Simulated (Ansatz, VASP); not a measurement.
Two plane-wave programs on V

INCAR

```
SYSTEM = V
PREC = Accurate ; ENCUT = 520
EDIFF = 1E-7 ; ISMEAR = 0
SIGMA = 0.15 ; LREAL = .False.
LASPH = .True. ; NELM = 100
ALGO = Fast ; ISIF = 2
LWAVE = .False. ; LCHARG = .False.
GGA = PS ; NBANDS = 12
```

The input KPOINTS:

```
regular mesh
0
Gamma
  22 22 22
  0 0 0
```

The input POSCAR:

```
V
1.0
   -1.4278937500      1.4278937500      1.5130000000
    1.4278937500     -1.4278937500      1.5130000000
    1.5981062500      1.5981062500     -1.5130000000
V
1
Direct
    0.0000000000      0.0000000000      0.0000000000
```

Input for Ansatz:

```yaml
crystal:
  lattice:
    - [-1.42789375, 1.42789375, 1.513]
    - [1.42789375, -1.42789375, 1.513]
    - [1.59810625, 1.59810625, -1.513]
  atoms:
    - { symbol: V, position: [0.0, 0.0, 0.0] }
basis:
  ecutwfc: 420
kpoints:
  mp_grid: { grid: [22, 22, 22] }
hamiltonian:
  xc: pbesol
scf:
  occupations: { method: gaussian, width: 0.15 }
output:
  forces: true
  stress: true
  eigenvalues: true
```

Change from the starting cell: strain +0.1125 x Voigt [0, 0, 0, 0, 0, 1], atoms carried along.

Alike in both runs: task single point; functional PBEsol; k mesh 22 × 22 × 22; occupations gaussian, width 0.15 eV; no spin polarisation.

|  | VASP | Ansatz |
| --- | --- | --- |
| version | VASP 6.6.1 | Ansatz 0.2.0 |
| potentials or method | VASP PAW PBE potentials, release 64 (V_sv) | scalar-relativistic, plane waves, PAW |
| plane-wave cutoff (eV) | 520 | 420 |
| valence electrons in the cell | 13 | 13 |

```tsv
	VASP	Ansatz	Ansatz less VASP
gap on the k mesh at the Fermi level (eV)	none	none	-
pressure (GPa)	-10.9	-11.1	-0.20
largest component of the traceless stress (GPa)	2.17	2.17	+0.002
```

A gap of «none» marks a metal or a gap that the smearing closes. With one functional, cell and mesh, what is left measures potentials, basis and numerics.

Caveats: the PAW data sets were made with another functional, which shifts forces and pressure a little (VASP).
